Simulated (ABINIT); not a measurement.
Input of an ABINIT 10.8.3 (patched build) run:

run.abi

```
# Datasets: ground state, then fixed potential
ndtset 2

# Pseudopotentials
pp_dirpath "./"
pseudos "Os.GGA_PBE-JTH.xml"

# Structure
acell 2.7341 2.7341 4.3197 Angstrom
rprim
     1.0000000000     0.0000000000     0.0000000000
    -0.5000000000     0.8660254038     0.0000000000
     0.0000000000     0.0000000000     1.0000000000
ntypat 1
znucl 76
natom 2
typat 1 1
xred
     0.6666666667     0.3333333333     0.7500000000
     0.3333333333     0.6666666667     0.2500000000

# Plane-wave basis
ecut 15.0
pawecutdg 30.0

# Exchange and correlation
ixc -106131

# Bands and occupations
occopt 3
tsmear 0.00183747

# SCF cycle
nstep 100

# Output
iomode 3
prtwf 0
prteig 0
prtebands 0
enunit 2
prtden1 1
prtvha1 1
prtvclmb1 1
prtpot1 1

# Dataset 1
kptopt1 1
ngkpt1 11 11 6
nshiftk1 1
shiftk1 0.0 0.0 0.0
nband1 12
tolvrs1 1.0e-9

# Dataset 2: bands along G-M-K-G-A-L-H-A
iscf2 -2
getden2 1
nband2 16
nbdbuf2 2
tolwfr2 1.0e-12
kptopt2 -7
ndivsm2 8
prteig2 1
kptbounds2
     0.0000000000     0.0000000000     0.0000000000
     0.5000000000     0.0000000000     0.0000000000
     0.3333333333     0.3333333333     0.0000000000
     0.0000000000     0.0000000000     0.0000000000
     0.0000000000     0.0000000000     0.5000000000
     0.5000000000     0.0000000000     0.5000000000
     0.3333333333     0.3333333333     0.5000000000
     0.0000000000     0.0000000000     0.5000000000
```

Potentials or basis: JTH PAW PBE v2.0.

The run is started by

```sh
$ abinit run.abi > log 2>&1
```

(1) Estimate the band gap on the k mesh.

(2) Predict the pressure.

Answers

(1) none (metal or under the smearing width).

(2) 26.3 GPa.

Caveat: so large a pressure means that the cell lies far from this level's equilibrium, or that cutoff or potentials fall short; the potentials were made for another functional, which shifts forces and pressure; spin-orbit coupling is left out, which moves the levels of the heavy elements.
